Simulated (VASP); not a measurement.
A run of VASP 6.6.1:

File INCAR:

```
  ALGO = Normal
  EDIFF = 1E-8
  ENCUT = 520
  GGA = PS
  IBRION = 8
  ISIF = 2
  ISMEAR = 0
  LASPH = True
  LCHARG = False
  LEPSILON = True
  LREAL = False
  LWAVE = False
  NBANDS = 16
  NELM = 100
  NSW = 1
  PREC = Accurate
  SIGMA = 0.01
```

Contents of KPOINTS:

```
k-points
0
Gamma
  8 8 8
```

POSCAR

```
GaP
1.0
    0.0000000000      2.7252500000      2.7252500000
    2.7252500000      0.0000000000      2.7252500000
    2.7252500000      2.7252500000      0.0000000000
Ga P
1 1
Direct
    0.0000000000      0.0000000000      0.0000000000
    0.2500000000      0.2500000000      0.2500000000
```

Potentials or basis: VASP PAW PBE potentials, release 64 (Ga_d, P).

Command:

```bash
$ cat potpaw_PBE.64/Ga_d/POTCAR potpaw_PBE.64/P/POTCAR > POTCAR
$ mpirun -np 1 vasp_std > vasp.out
```

Hardware: 1 thread of Intel(R) Xeon(R) Platinum 8488C (Sapphire Rapids), with other jobs on the host.

Q: Estimate the wall time of this run.

A: Wall time 6.2 min on 1 thread of Intel(R) Xeon(R) Platinum 8488C (Sapphire Rapids), with other jobs on the host, peak memory 0.3 GiB. Counts: scf iterations 167, k points 29.
